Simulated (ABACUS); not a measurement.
A run of ABACUS 3.10.1 is set up as follows.

The input run_abacus.py:

```python
"""ABACUS run from a structure file: ASE reads it, the script writes STRU, KPT and INPUT."""
import re
import subprocess
from ase.io import read
from ase.units import Bohr

atoms = read("Sn.cif")
atoms = atoms[(-atoms.numbers).argsort(kind="stable")]  # ABACUS lists atoms element by element
pseudo = {'Sn': 'Sn.upf'}
orbital = {}
magmoms = None
kmesh = [7, 6, 7]
params = {
    'suffix': 'Sn',
    'calculation': 'cell-relax',
    'basis_type': 'pw',
    'pseudo_dir': './',
    'symmetry': 1,
    'dft_functional': 'pbe',
    'ecutwfc': 73,
    'pseudo_rcut': 7,
    'nspin': 1,
    'nbands': 11,
    'ks_solver': 'dav',
    'smearing_method': 'fd',
    'smearing_sigma': 0.00367493,
    'scf_thr': 1e-08,
    'scf_nmax': 100,
    'mixing_type': 'broyden',
    'mixing_beta': 0.7,
    'cal_force': 1,
    'cal_stress': 1,
    'relax_nmax': 60,
    'force_thr_ev': 0.02,
    'relax_method': 'cg',
    'out_stru': 1,
    'stress_thr': 0.5,
    'press1': 50,
    'press2': 50,
    'press3': 50,
    'kpar': 4,
}

symbols = atoms.get_chemical_symbols()
elements = list(dict.fromkeys(symbols))
lines = ["ATOMIC_SPECIES"] + [f"{e} {atoms.get_masses()[symbols.index(e)]:.4f} {pseudo[e]}" for e in elements]
if orbital:
    lines += ["", "NUMERICAL_ORBITAL"] + [orbital[e] for e in elements]
lines += ["", "LATTICE_CONSTANT", f"{1 / Bohr:.10f}", "", "LATTICE_VECTORS"]
lines += [" ".join(f"{x:.10f}" for x in v) for v in atoms.cell]
lines += ["", "ATOMIC_POSITIONS", "Direct"]
for e in elements:
    lines += ["", e, "0.0", str(symbols.count(e))]
    for i, p in enumerate(atoms.get_scaled_positions(wrap=False)):
        if symbols[i] == e:
            mag = "" if magmoms is None else " mag " + " ".join(str(x) for x in (magmoms[i] if isinstance(magmoms[i], list) else [magmoms[i]]))
            lines.append(" ".join(f"{x:.10f}" for x in p) + " 1 1 1" + mag)
open("STRU", "w").write("\n".join(lines) + "\n")
open("KPT", "w").write("K_POINTS\n0\nGamma\n%d %d %d 0 0 0\n" % tuple(kmesh))
open("INPUT", "w").write("INPUT_PARAMETERS\n" + "".join(f"{k:<20s}{v}\n" for k, v in params.items()))

done = subprocess.run(['mpirun', '-np', '4', 'abacus'])
if done.returncode:
    raise SystemExit(done.returncode)
log = open("OUT.Sn/running_cell-relax.log").read()
print("final energy (eV):", re.findall(r"FINAL_ETOT_IS (\S+)", log))
```

Sn.cif

```cif
data_Sn
_cell_length_a 3.23391173
_cell_length_b 3.52045114
_cell_length_c 3.42087082
_cell_angle_alpha 119.67125137
_cell_angle_beta 114.67081833
_cell_angle_gamma 94.75384989
_space_group_name_H-M_alt 'P1'
_space_group_name_Hall 'P 1'
_space_group_IT_number 1
loop_
_space_group_symop_operation_xyz
'x,y,z'
loop_
_atom_site_label
_atom_site_type_symbol
_atom_site_symmetry_multiplicity
_atom_site_Wyckoff_symbol
_atom_site_fract_x
_atom_site_fract_y
_atom_site_fract_z
_atom_site_occupancy
Sn1 Sn 1 a 0.0000000000 0.0000000000 0.0000000000 1
```

Potentials or basis: PseudoDojo NC SR 0.4.1 PBE standard, plane waves.

The run is started by

```bash
$ OMP_NUM_THREADS=1 python run_abacus.py > log
```

Question: What does it give for the relaxed cell?

Answer: a = 3.227 Å, b = 3.408 Å, c = 3.185 Å, α = 117.68°, β = 115.11°, γ = 97.46°.

Question: What does it give for the relaxed volume?

Answer: 25.65 Å³/atom.

Question: Predict the band gap on the k mesh.

Answer: None (metal or under the smearing width).

Question: Estimate the space group after relaxing (to 0.05 Å).

Answer: P-1 (No. 2).

Step by step:
```tsv
step	energy change (eV)	largest force (eV/Å)	pressure (GPa)	volume (Å³)
1	0.0000	0.0000	-0.62	28.61
2	0.0731	0.0000	8.79	24.51
3	0.0243	0.0000	5.03	25.76
4	0.0159	0.0000	4.89	25.75
5	0.0154	0.0000	4.89	25.75
6	0.0165	0.0000	5.01	25.68
7	0.0180	0.0000	5.13	25.63
8	0.0164	0.0000	5.00	25.66
9	0.0164	0.0000	5.00	25.66
10	0.0159	0.0000	4.98	25.66
11	0.0159	0.0000	4.98	25.66
12	0.0162	0.0000	5.01	25.65
13	0.0162	0.0000	5.01	25.65
```

Caveat: the k mesh is coarse (spacing up to 0.37 Å⁻¹), so the values aren't converged.
